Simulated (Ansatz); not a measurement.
# SiMo3: the cost of one run

Computed with Ansatz 0.2.0 (DFT PBE, scalar-relativistic, plane waves, PAW, unless a step's input says otherwise).

1 further run of the same task is left out (it didn't finish). Runs told in other sessions of the task aren't counted.

### 1 Starting point

The structure is cubic, space group Fm-3m (No. 225). The conventional cell has a = 6.198 Å, b = 6.198 Å, c = 6.198 Å, α = 90.00°, β = 90.00°, γ = 90.00°. Si (site symmetry m-3m) is surrounded by 8 Mo at 2.68 Å. Mo (site symmetry -43m) has 4 Si at 2.68 Å and 4 Mo at 2.68 Å in its first shell of neighbours. Mo (site symmetry m-3m) has 8 Mo at 2.68 Å in its first shell of neighbours.

As a file:

```cif
data_structure
_symmetry_space_group_name_H-M 'P 1'
_symmetry_Int_Tables_number 1
_cell_length_a 4.3826
_cell_length_b 4.3826
_cell_length_c 4.3826
_cell_angle_alpha 60.000
_cell_angle_beta 60.000
_cell_angle_gamma 60.000
_cell_volume 59.52
loop_
_atom_site_label
_atom_site_type_symbol
_atom_site_fract_x
_atom_site_fract_y
_atom_site_fract_z
_atom_site_occupancy
Si1 Si 0.00000 0.00000 0.00000 1
Mo1 Mo 0.75000 0.75000 0.75000 1
Mo2 Mo 0.25000 0.25000 0.25000 1
Mo3 Mo 0.50000 0.50000 0.50000 1
```

It is the end of an earlier relaxation with the same method, from a generated guess; it is a trial structure. At a tolerance of 0.05 Å it has space group Fm-3m (No. 225); it has 14.88 Å³/atom, an uncorrected energy of -0.05 eV/atom over the elements.

### 2 Electronic structure at the relaxed geometry

input.yaml reads:

```yaml
crystal:
  lattice:
    - [0.0, 3.0989641333, 3.0989641333]
    - [3.0989641333, 0.0, 3.0989641333]
    - [3.0989641333, 3.0989641333, 0.0]
  atoms:
    - { symbol: Si, position: [0.0, 0.0, 0.0] }
    - { symbol: Mo, position: [0.75, 0.75, 0.75] }
    - { symbol: Mo, position: [0.25, 0.25, 0.25] }
    - { symbol: Mo, position: [0.5, 0.5, 0.5] }
basis:
  ecutwfc: 420
kpoints:
  mp_grid: { grid: [14, 14, 14] }
  band_path:
    path:
      - [[0.0, 0.0, 0.0], [0.5, 0.0, 0.5], [0.625, 0.25, 0.625]]
      - [[0.375, 0.375, 0.75], [0.0, 0.0, 0.0], [0.5, 0.5, 0.5], [0.5, 0.25, 0.75], [0.5, 0.0, 0.5]]
    npoints: 14
hamiltonian:
  xc: pbe
scf:
  occupations: { method: gaussian, width: 0.1 }
  n_extra_bands: 10
output:
  forces: true
  stress: true
  eigenvalues: true
  populations: true
  dos: { projected: true, de: 0.02, nscf_kmesh: { grid: [17, 17, 17] } }
  bader: true
  write_density: true
  write_potential: true
  elf: true
  volumetric_format: npy
```

Started as:

```
$ ansatz run input.yaml --threads 1 --pin off --max-ram 2560MiB --backend cpu --events-out ev --progress --plain --runs-dir out
```

Q: Estimate wall time and peak memory on 1 thread of Arm Neoverse V1, shared host.

About 51 s, with a peak of 0.46 GiB.
